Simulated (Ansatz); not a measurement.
CaO under changes of volume

One of the cells (13.886 Å³/atom); the others are scaled copies at fixed shape and fractional positions:

```
CELL_PARAMETERS angstrom
0.00000 2.40356 2.40356
2.40356 0.00000 2.40356
2.40356 2.40356 0.00000
ATOMIC_POSITIONS crystal
Ca 0.00000 0.00000 0.00000
O 0.50000 0.50000 0.50000
```

The cell is a database's computed one.

- Program: Ansatz 0.2.0
- Functional: PBEsol
- Dispersion: D4
- Potentials or basis: Ansatz PAW
- Cutoff: 420 eV (not typed: the program's choice for these potentials)
- k mesh: 10 × 10 × 10
- Occupations: fermi-dirac, width 0.05 eV
- Spin: no spin polarisation

```tsv
volume (Å³/atom)	energy over the lowest point (meV/atom)	pressure (GPa)	gap on the mesh (eV)
13.052	3.22	3.2	3.52
13.330	0.00	0.6	3.54
13.608	?	?	?
13.886	6.03	-3.9	3.56
14.163	14.57	-5.8	3.56
14.441	26.17	-7.5	3.57
14.719	40.55	-9.1	3.57
```

**Question.** What does the run at 13.608 Å³/atom give?

**Answer.** Energy over the lowest point 1.06 meV/atom; pressure -1.8 GPa; gap on the mesh 3.55 eV.

Worked out: A Birch-Murnaghan fit of order 3 (a polynomial in V^(-2/3)) to the other rows has its minimum at 13.39 Å³/atom with B0 = V·E''(V) = 118 GPa and B' = 4.4. It gives 1.07 meV/atom at 13.608 Å³/atom, against the run's 1.06, and -dE/dV = -1.8 GPa, against -1.8. A parabola through the other rows of the gap, of slope 0.519 eV per unit of ln V there, gives 3.55 eV, against the run's 3.55.

Energies are extrapolated to zero smearing.

Caveats: the PAW data sets come from PBE, with cores solved anew for the run's functional, which leaves a small shift of forces and pressure.

A mesh can miss the band edges.
